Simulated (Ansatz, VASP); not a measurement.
## AlCo: VASP beside Ansatz

```xyz
2
Lattice="2.9039 0.0829 0.0567 0.0829 2.9338 0.0684 0.0567 0.0684 2.6378" Properties=species:S:1:pos:R:3 pbc="T T T"
Al   -0.1928   -0.0433    0.0122
Co    1.7145    1.5858    1.3692
```

Change from the starting cell: all atoms moved at random, sigma 0.25 Å a component, cell strained at random, sigma 0.03.

Alike in both runs: task single point; functional PBE; k mesh 12 × 12 × 12; occupations gaussian, width 0.15 eV; no spin polarisation.

```csv
,VASP,Ansatz
version,VASP 6.6.1,Ansatz 0.2.0
potentials or method,"VASP PAW PBE potentials, release 64 (Al, Co)","scalar-relativistic, plane waves, PAW"
plane-wave cutoff (eV),520,420
valence electrons in the cell,12,20
```

Ansatz gave:

```
gap on the k mesh at the Fermi level (eV)       : none
pressure (GPa)                                  : 21.5
largest component of the traceless stress (GPa) : 16.01
rms of the force components (eV/Å)              : 1.826
```

Question: What did VASP give for the same quantities?

Answer: gap on the k mesh at the Fermi level (eV): none; pressure (GPa): 21.4; largest component of the traceless stress (GPa): 16.03; rms of the force components (eV/Å): 1.829.

Atom by atom the forces differ by 0.003 eV/Å (rms over components). A gap of «none» marks a metal or a gap that the smearing closes. With one functional, cell and mesh, what is left measures potentials, basis and numerics. The two sets of potentials don't hold the same shells in valence.

Caveats: so large a pressure means that the cell lies far from this level's equilibrium, or that cutoff or potentials fall short (VASP); forces of over 1 eV/Å show positions far from the minimum, so gaps and moduli don't describe the material at rest. Spin polarisation is off, so any magnetic state and its effect on volume and gap are missing.
